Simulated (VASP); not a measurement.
## VASP 6.6.1 run: LiH

INCAR

```
NBANDS = 9
ISYM = 0
EDIFF = 1E-7
NELM = 51
IBRION = -1
LASPH = .TRUE.
LCHARG = .FALSE.
ISIF = 2
LWAVE = .FALSE.
SIGMA = 0.01
GGA = CA
NSW = 0
ENCUT = 520
LREAL = .FALSE.
PREC = Accurate
ISMEAR = 0
```

KPOINTS

```
KPOINTS created by Atomic Simulation Environment
0
Gamma
4 4 4
0 0 0
```

POSCAR

```
Li H
 1.0000000000000000
    -0.0000000000000000    2.1451220115935112    2.1451220115935112
     2.1451220115935112   -0.0000000000000000    2.1451220115935112
     2.1451220115935112    2.1451220115935112   -0.0000000000000000
 Li  H
   1   1
Cartesian
 -0.0000000000000000 -0.0000000000000000 -0.0000000000000000
  1.0725610057967556  1.0725610057967556  1.0725610057967556
```

The recommended LDA PAW datasets give the neutral cell 4 valence electrons.

Command

```
mpirun -np 1 vasp_std
```

Task: Predict the outcome of this run.

Result: It converged. Results: gap between bands v and c on the k mesh 3.94 eV; least direct gap on the k mesh 5.06 eV; pressure -2.3 GPa. Band v is the last that the valence electrons fill when counted band by band, and c is the next.

OSZICAR

```
N       E                     dE             d eps       ncg     rms          rms(c)
DAV:   1    -0.136272897866E+01   -0.13627E+01   -0.14344E+03   648   0.403E+02
DAV:   2    -0.661124978948E+01   -0.52485E+01   -0.52255E+01   895   0.562E+01
DAV:   3    -0.670370654408E+01   -0.92457E-01   -0.92428E-01   785   0.654E+00
DAV:   4    -0.670459599051E+01   -0.88945E-03   -0.88934E-03   837   0.517E-01
DAV:   5    -0.670460881129E+01   -0.12821E-04   -0.12820E-04   775   0.419E-02    0.320E+00
DAV:   6    -0.642527701770E+01    0.27933E+00   -0.27756E-01   676   0.138E+00    0.153E+00
DAV:   7    -0.634149233517E+01    0.83785E-01   -0.28447E-01   694   0.150E+00    0.259E-01
DAV:   8    -0.634333823477E+01   -0.18459E-02   -0.58120E-03   681   0.437E-01    0.463E-02
DAV:   9    -0.634329257465E+01    0.45660E-04   -0.19879E-04   821   0.647E-02    0.798E-03
DAV:  10    -0.634329246381E+01    0.11084E-06   -0.71815E-06   722   0.154E-02    0.430E-03
DAV:  11    -0.634329242816E+01    0.35649E-07   -0.84090E-07   774   0.305E-03
   1 F= -.63432924E+01 E0= -.63432924E+01  d E =-.505934E-17
```

For comparison, a separate LDA run of the intended cell, on usual settings and not on those above, gives a gap of 3.98 eV on its mesh and a pressure of -2.2 GPa.
